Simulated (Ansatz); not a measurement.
MoS2:

```
Mo S
1.0
     1.58000    0.91221    6.15000
    -1.58000    0.91221    6.15000
     0.00000   -1.82443    6.15000
Mo S
1 2
Direct
  0.00000 0.00000 0.00000
  0.41700 0.41700 0.41700
  0.25000 0.25000 0.25000
```

Measurements of this composition are mostly on another form, of space group No. 194.

Program: Ansatz 0.2.0. Alike in all runs: task band structure; potentials or basis Ansatz PAW; no spin polarisation; cell as given; k mesh 6 × 6 × 6; cutoff (eV) 420; smearing fermi-dirac 0.05 eV.

Question: Order these runs on this cell by their band gap on the k mesh, lowest first.
A. level PBE0; points for each segment of the path 4
B. level HSE06; points for each segment of the path 4
C. level BLYP; points for each segment of the path 14

Answer: C (0.92 eV), B (1.38 eV), A (2.03 eV).

Runs at the PBE level aren't shown here.
